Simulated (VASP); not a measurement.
A convergence study with VASP on NaBr (rock salt): one setting is varied, all else stays as given below, so the limit is that of these other settings.

```yaml
crystal:
  lattice:
    - [0.00000, 2.98500, 2.98500]
    - [2.98500, 0.00000, 2.98500]
    - [2.98500, 2.98500, 0.00000]
  atoms:
    - { symbol: Na, position: [0.00000, 0.00000, 0.00000] }
    - { symbol: Br, position: [0.50000, 0.50000, 0.50000] }
```

The numbers are results of PBE GGA, VASP's PBE PAW potentials (set 64) (plane waves; VASP), not measurements. The tightest run used: 550 eV cut-off, 13×13×13 Monkhorst-Pack mesh, Gaussian smearing of 0.050 eV, potentials Na_pv Br.

The reference is 13×13×13 mesh, which took about 20 core-seconds. Costs are core time on shared hosts, one run each; read them as rough ratios.

Question: Of the settings 1×1×1 mesh; 2×2×2 mesh; 3×3×3 mesh; 4×4×4 mesh; 5×5×5 mesh; 6×6×6 mesh; 7×7×7 mesh; 8×8×8 mesh; 9×9×9 mesh; 10×10×10 mesh; 11×11×11 mesh; 12×12×12 mesh; 13×13×13 mesh, which is the lowest that keeps the difference from the reference in E (eV/atom) within 0.01 from there on, and what does it cost?

Answer: 4×4×4 mesh; its cost over the reference is about 1/3.
```csv
setting,difference in E (eV/atom),cost over the reference
1×1×1 mesh,2.5737,about 1/6
2×2×2 mesh,0.0009,about 1/6
3×3×3 mesh,0.0147,about 1/5
4×4×4 mesh,0.0000,about 1/3
5×5×5 mesh,0.0002,about 1/4
6×6×6 mesh,0.0000,about 1/2
7×7×7 mesh,0.0000,about 1/3
8×8×8 mesh,0.0000,within a factor of 2
9×9×9 mesh,0.0000,within a factor of 2
10×10×10 mesh,0.0000,within a factor of 2
11×11×11 mesh,0.0000,within a factor of 2
12×12×12 mesh,0.0000,within a factor of 2
13×13×13 mesh,0.0000,reference
```

Left out are rungs that failed or repeat a setting and relaxations that didn't move; long series are thinned to 24 rows.

The compound is NaBr in the rock salt structure. The cell was not relaxed at this level.
